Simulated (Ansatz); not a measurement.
The system is HfC.

```
CELL_PARAMETERS angstrom
0.00000 2.32500 2.32500
2.32500 0.00000 2.32500
2.32500 2.32500 0.00000
ATOMIC_POSITIONS crystal
Hf 0.50000 0.50000 0.50000
C 0.00000 0.00000 0.00000
```

- Program: Ansatz 0.2.0
- Task: relaxation of cell and atoms
- Functional: PBEsol
- Dispersion: D3(BJ)
- Potentials or basis: all-electron LAPW, scalar-relativistic
- Basis error allowed: 0.001 eV/atom
- k mesh: 10 × 10 × 10
- Occupations: fermi-dirac, width 0.05 eV
- Spin: no spin polarisation

At the start: volume 12.57 Å³/atom.

How do energy, volume and symmetry change on relaxing?

Over 5 steps the energy falls by 21.2 meV/atom and the volume is 11.99 Å³/atom (-4.6 %); space group Fm-3m (No. 225, to 0.05 Å).

Step by step:
| step | energy change (eV) | largest force (eV/Å) | volume (Å³) |
| --- | --- | --- | --- |
| 1 | 0.0000 | 0.0000 | 25.14 |
| 2 | -0.0159 | 0.0000 | 23.11 |
| 3 | -0.0422 | 0.0000 | 24.03 |
| 4 | -0.0423 | 0.0000 | 23.97 |
| 5 | -0.0423 | 0.0000 | 23.97 |

Final structure:
```
Hf C
1.0
     0.00000    2.28855    2.28855
     2.28855    0.00000    2.28855
     2.28855    2.28855    0.00000
Hf C
1 1
Direct
  0.50000 0.50000 0.50000
  0.00000 0.00000 0.00000
```
